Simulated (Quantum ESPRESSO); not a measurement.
**TePb in Quantum ESPRESSO: the effect of functional**

TePb:

```
CELL_PARAMETERS angstrom
0.00000 3.23100 3.23100
3.23100 0.00000 3.23100
3.23100 3.23100 0.00000
ATOMIC_POSITIONS crystal
Pb 0.00000 0.00000 0.00000
Te 0.50000 0.50000 0.50000
```

Alike in all runs:

| Property | Result |
| --- | --- |
| Program | Quantum ESPRESSO 7.5 |
| Task | phonons |
| Cutoff | 612 eV |
| Density cutoff | 4898 eV |
| k mesh | 6 × 6 × 6, shifted |
| Occupations | fermi-dirac, width 0.05 eV |
| Spin | no spin polarisation |

Each run relaxes the cell or the atoms first.

**Question.** One run gave: relaxed volume 38.16 Å³/atom; dielectric constant 24.32 mean; highest phonon frequency 17 cm⁻¹. Which functional did it use?
A. vdW-DF-cx
B. PBE
C. RPBE
D. WC
E. BLYP

**Answer.** E.

| functional | potentials or basis | relaxed volume (Å³/atom) | dielectric constant (mean) | highest phonon frequency (cm⁻¹) |
| --- | --- | --- | --- | --- |
| LDA | GBRV 1.5 LDA | 32.33 | 34.20 | 48 |
| PBE | GBRV 1.5 PBE | 35.29 | 27.06 | 25 |
| WC | GBRV 1.5 PBE | 33.39 | 31.62 | 46 |
| BLYP | GBRV 1.5 PBE | 38.16 | 24.32 | 17 |
| RPBE | GBRV 1.5 PBE | 36.64 | 24.34 | 0 |
| vdW-DF-cx | GBRV 1.5 PBE | 33.61 | 30.02 | 47 |

Caveats: the potentials were made for another functional, which shifts forces and pressure (some runs); some modes are imaginary (some runs).
